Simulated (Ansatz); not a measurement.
Runs of Ansatz 0.2.0 on CuO. The typed cell holds 8 atoms: a = 2.900 Å, b = 5.129 Å, c = 5.643 Å, α = 93.94°, β = 101.64°, γ = 97.69°. 

```tsv
task	level	U	cell	cutoff (eV)	points for each segment of the path	hubbard projectors	double counting	gap on the mesh (eV)	pressure (GPa)	relaxed volume (Å³/atom)	largest force (eV/Å)
band structure	r2SCAN+U	Cu d U = 5.3 eV	as given	500	10	ortho-atomic (the default)	fll (the default)	none	4.3	-	2.67
relaxation of cell and atoms	PBE+U	Cu d U = 5.3 eV	relaxed	420	-	ortho-atomic (the default)	fll (the default)	none	0.0	(b)	-
single point	PBE	-	as given	800	-	-	-	none	8.9	-	2.63
relaxation of cell and atoms	RPBE+D3(BJ)	-	relaxed	420	-	-	-	none	0.0	(a)	-
band structure	LDA+U	Cu d U = 4.5 eV	as given	420	10	ortho-atomic (the default)	fll (the default)	none	(c)	-	2.43
```

Alike in all rows: potentials or basis Ansatz PAW; no spin polarisation; k mesh 9 × 5 × 5; smearing fermi-dirac 0.05 eV.

**Question.** Fill in the values left out.

**Answer.** (a) 8.84; (b) 11.43; (c) -4.3.

Caveats: the run has no spin polarisation, though such a crystal can be magnetic; U without spin polarisation on a metal has little footing (some runs); the PAW data sets come from PBE, with cores solved anew for the run's functional, which leaves a small shift of forces and pressure (some runs); forces of over 1 eV/Å show positions far from the minimum, so gaps and moduli don't describe the material at rest (some runs); the plane-wave basis is chosen anew once the cell has moved, so the energies of steps on either side of that aren't comparable (some runs); semilocal functionals often make such compounds metallic where correlation or magnetic order opens a gap, which also shifts bond lengths (some runs); the volume moved by +13 % from the deposited cell, more than functionals usually miss (some runs).

A gap of «none» marks a metal or a gap under the smearing width.
